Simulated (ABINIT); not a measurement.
# Be (Im-3m) in ABINIT: optical spectrum with WC

Aim: the optical spectrum of Be with WC.

All numbers are computed with ABINIT 10.8.3 (patched build); they aren't measurements. Logs are shortened: lines on timing, memory, paths and dates and some standing lists are left out, and cuts for length are marked. The log counts tension as positive stress, the text compression.

### 1 The crystal as given

It takes space group Im-3m (No. 229, cubic). Conventional cell: a = 2.506 Å, b = 2.506 Å, c = 2.506 Å, α = 90.00°, β = 90.00°, γ = 90.00°. Around Be (site symmetry m-3m) lie 8 Be at 2.17 Å.

This isn't the form of Be at room conditions, which is hcp.

### 2 Optical spectrum, WC

run.abi

```
ndtset 3

pp_dirpath "./"
pseudos "Be.upf"

acell 2.1704691557 2.1704691557 2.1704691557 Angstrom
rprim
    -0.5773502692     0.5773502692     0.5773502692
     0.5773502692    -0.5773502692     0.5773502692
     0.5773502692     0.5773502692    -0.5773502692
ntypat 1
znucl 4
natom 1
typat 1
xred
            0.0            0.0            0.0

ecut 38.0

ngkpt 20 20 20
nshiftk 2
shiftk
     0.2500000000     0.2500000000     0.2500000000
    -0.2500000000    -0.2500000000    -0.2500000000
istwfk *1

ixc 23

occopt 3
tsmear 0.2 eV

nstep 80
nline 1

iomode 3
prteig 0
prtebands 0

nband1 6
tolvrs1 1.0e-12
prtden1 1
prtwf1 0
kptopt1 1

iscf2 -3
getden2 1
nband2 12
nbdbuf2 4
tolwfr2 1.0e-12
nstep2 120
prtden2 0
kptopt2 1

optdriver3 8
wfk_task3 "wfk_optics_fullbz"
getwfk3 2
nband3 8
kptopt3 1
prtevk3 1
inclvkb3 2
```

optic.abi

```
&FILES
 ddkfile_1 = 'runo_DS3_1_EVK.nc',
 ddkfile_2 = 'runo_DS3_2_EVK.nc',
 ddkfile_3 = 'runo_DS3_3_EVK.nc',
 wfkfile = 'runo_DS3_WFK.nc'
/
&PARAMETERS
 broadening = 0.001837,
 domega = 0.002,
 maxomega = 0.8,
 scissor = 0.000000,
 tolerance = 0.002
/
&COMPUTATIONS
 num_lin_comp = 1,
 lin_comp = 11,
 num_nonlin_comp = 0
/
```

Potentials or basis: PseudoDojo NC SR PBEsol v0.4.1 standard.

The run is started by

```bash
$ abinit run.abi > log 2>&1
$ optic optic.abi > optic.log 2>&1
```

run.abo:

```text
.Version 10.8.3 of ABINIT
 DATASET    1 : space group Im -3 m (#229); Bravais cI (body-center cubic)
================================================================================
 Values of the parameters that define the memory need for DATASET  1.
     intxc =       0    ionmov =       0      iscf =       7    lmnmax =       4
     lnmax =       4     mgfft =      24  mpssoang =       2    mqgrid =    3001
     natom =       1  nloc_mem =       1    nspden =       1   nspinor =       1
    nsppol =       1      nsym =      48    n1xccc =       0    ntypat =       1
    occopt =       3   xclevel =       2
       mpw =         610          nfft =       13824          nkpt =         440
================================================================================
================================================================================
[... 13 lines left out ...]
 DATASET    3 : space group Im -3 m (#229); Bravais cI (body-center cubic)
================================================================================
 Values of the parameters that define the memory need for DATASET  3.
     intxc =       0    ionmov =       0      iscf =       7    lmnmax =       4
     lnmax =       4     mgfft =      24  mpssoang =       2    mqgrid =    3001
     natom =       1  nloc_mem =       1    nspden =       1   nspinor =       1
    nsppol =       1      nsym =      48    n1xccc =       0    ntypat =       1
    occopt =       3   xclevel =       2
       mpw =         610          nfft =       13824          nkpt =         440
================================================================================
================================================================================

--------------------------------------------------------------------------------
------------- Echo of variables that govern the present computation ------------
--------------------------------------------------------------------------------
 -outvars: echo values of preprocessed input variables --------
            acell      4.1015922690E+00  4.1015922690E+00  4.1015922690E+00 Bohr
              amu      9.01218200E+00
             ecut      3.80000000E+01 Hartree
           getden1          0
           getden2          1
           getden3          0
           getwfk1          0
           getwfk2          0
           getwfk3          2
             iscf1          7
             iscf2         -3
             iscf3          7
              ixc          23
           jdtset        1    2    3
                       outvar_i_n : Printing only first  50 k-points.
         kptrlatt       20    0   20      0   20   20    -20  -20    0
          kptrlen      9.47222160E+01
            natom           1
            nband1          6
            nband2         12
            nband3          8
           nbdbuf1          0
           nbdbuf2          4
           nbdbuf3          0
           ndtset           3
            ngfft          24      24      24
             nkpt         440
            nline           1
            nstep1         80
            nstep2        120
            nstep3         80
             nsym          48
[... 279 lines left out ...]
 reduced coordinates (array xred) for    1 atoms
       0.000000000000      0.000000000000      0.000000000000

 cartesian coordinates (angstrom) at end:
    1      0.00000000000000     0.00000000000000     0.00000000000000
 length scales=  4.101592269003  4.101592269003  4.101592269003 bohr
              =  2.170469155700  2.170469155700  2.170469155700 angstroms
 Eigenvalues (hartree) for nkpt= 440  k points:
 kpt#   1, nband= 12, wtk=  0.00050, kpt= -0.0125 -0.0125  0.0375 (reduced coord)
  -3.40394   -0.16498    0.98940    0.99363    0.99363    1.39524    1.39524    1.42491
   1.48113    1.48113    1.54045    1.59265
      occupation numbers for kpt#   1
   2.00000    2.00000    0.00000    0.00000    0.00000    0.00000    0.00000    0.00000
   0.00000    0.00000    0.00000    0.00000
 prteigrs : prtvol=0 or 1, do not print more k-points.

--- !EnergyTerms
iteration_state     : {dtset: 2, }
comment             : Components of total free energy in Hartree
kinetic             :  8.70616922544979E+00
hartree             :  2.08910813862255E+00
xc                  : -2.41805623578484E+00
Ewald energy        : -6.14720998250034E+00
psp_core            :  2.90897302968920E-01
local_psp           : -6.24190435413074E+00
non_local_psp       : -1.01804100187584E+01
internal            : -1.39014059241331E+01
'-kT*entropy'       : -7.69831854161638E-04
total_energy        : -1.39021757559872E+01
...

--- !EnergyTermsDC
iteration_state     : {dtset: 2, }
comment             : '"Double-counting" decomposition of free energy'
band_energy         : -6.67169926228111E+00
Ewald energy        : -6.14720998250034E+00
psp_core            :  2.90897302968920E-01
xc_dc               : -1.37339392614057E+00
internal            : -1.39014058679531E+01
'-kT*entropy'       : -7.69831854161638E-04
total_energy_dc     : -1.39021756998073E+01
...

================================================================================
== DATASET  3 ==================================================================

--- !DatasetInfo
iteration_state: {dtset: 3, }
dimensions: {natom: 1, nkpt: 440, mband: 8, nsppol: 1, nspinor: 1, nspden: 1, mpw: 610, }
cutoff_energies: {ecut:  38.0, pawecutdg:  -1.0, }
electrons: {nelect:   4.00000000E+00, charge:   0.00000000E+00, occopt:   3.00000000E+00, tsmear:   7.34986444E-03, }
meta: {optdriver: 8, wfk_task: 7, }
...

 mkfilename : getwfk/=0, take file _WFK from output of DATASET   2.

 Exchange-correlation functional for the present dataset will be:
  GGA: Wu Cohen functional - ixc=23
  Z. Wu and R. E. Cohen, PRB 73, 235116 (2006)

--------------------------------------------------------------------------------

 Computation of velocity matrix elements (DDK)

 Parameters extracted from the Abinit header:
    ecut:     38.0
    nkpt:    16000
    mband:   12
    nsppol:  1
    nspinor: 1
    useylm:  0
    inclvkb: 2
    bmin: 1, bmax: 12
    Computing diagonal and off-diagonal matrix elements
    Between band index bmin: 1, bmax: 12

== END DATASET(S) ==============================================================
================================================================================

 -outvars: echo values of variables after computation  --------
            acell      4.1015922690E+00  4.1015922690E+00  4.1015922690E+00 Bohr
           etotal1    -1.3902175700E+01
           etotal2    -1.3902175700E+01
           etotal3     0.0000000000E+00
            fcart1    -0.0000000000E+00 -0.0000000000E+00 -0.0000000000E+00
            fcart3     0.0000000000E+00  0.0000000000E+00  0.0000000000E+00
            rprim     -5.7735026920E-01  5.7735026920E-01  5.7735026920E-01
                       5.7735026920E-01 -5.7735026920E-01  5.7735026920E-01
                       5.7735026920E-01  5.7735026920E-01 -5.7735026920E-01
           strten1     6.2389442693E-05  6.2389442693E-05  6.2389442693E-05
                       0.0000000000E+00  0.0000000000E+00  0.0000000000E+00
           strten3     0.0000000000E+00  0.0000000000E+00  0.0000000000E+00
                       0.0000000000E+00  0.0000000000E+00  0.0000000000E+00
 Calculation completed.
```

optic_0001_0001-linopt.out:

```text
#calculated the component:  1  1  of dielectric function
 #broadening:    0.000000E+00    1.837000E-03
 #scissors shift:    0.000000E+00
 #energy window:    1.635243E+02eV    6.009406E+00Ha
 # Energy(eV)         Im(eps(w))
    2.721139E-01    2.001886E+01
    8.163416E-01    1.433730E+00
    1.360569E+00    4.255628E+01
    1.904797E+00    2.328356E+00
    2.449025E+00    2.028576E+01
    2.993252E+00    4.737730E+00
[... 32 lines left out ...]
    2.095277E+01    3.012177E-01
    2.149700E+01    1.999660E-01
[... 169 lines left out ...]
    1.904797E+00    3.045812E-01
    2.449025E+00    4.980519E-01
    2.993252E+00    3.403727E-01
[... 32 lines left out ...]
    2.095277E+01    1.162909E-01
    2.149700E+01    6.097245E-02
 # Energy(eV)         absorption coeff (in 10^6 m-1) = omega Im(eps) / c n(eps)
    1.632683E-01    1.795597E+01
    7.074960E-01    1.674448E+00
    1.251724E+00    1.570136E+01
    1.795951E+00    1.661610E+01
    2.340179E+00    3.708205E+01
    2.884407E+00    2.522543E+01
[... 32 lines left out ...]
    2.084392E+01    6.401646E+01
    2.138815E+01    2.067164E+01
```

Run time: 2.1 min. Hardware: 1 thread of Arm Neoverse V1, shared host; peak memory 2.2 GiB.

Results:

```yaml
Free_energy: -378.2975 eV
Pressure: -1.8 GPa
```

Dielectric function (mean over the directions given):
| energy (eV) | real part | imaginary part |
| --- | --- | --- |
| 0.33 | -18.64 | 11.89 |
| 1.31 | 37.09 | 41.06 |
| 2.29 | 24.30 | 9.37 |
| 3.37 | 18.41 | 25.09 |
| 4.35 | -5.83 | 14.14 |
| 5.44 | -2.44 | 13.52 |
| 6.42 | -8.12 | 5.84 |
| 7.51 | -3.71 | 3.05 |
| 8.49 | -2.48 | 1.83 |
| 9.58 | -2.35 | 2.18 |
| 10.56 | -1.84 | 0.89 |
| 11.65 | -1.23 | 0.46 |
| 12.63 | -0.82 | 0.76 |
| 13.71 | -0.47 | 0.38 |
| 14.69 | -0.42 | 0.45 |
| 15.78 | -0.13 | 0.39 |
| 16.76 | -0.20 | 0.25 |
| 17.85 | 0.12 | 0.21 |
| 18.83 | 0.14 | 0.13 |
| 19.92 | 0.39 | 0.25 |

Caveat: the cutoff is short for stress, so the pressure is rough; the intraband (Drude) term is left out; spectra need much finer meshes, so this one isn't converged; independent-particle spectra lack excitons; the potentials were made for another functional, which shifts forces and pressure.
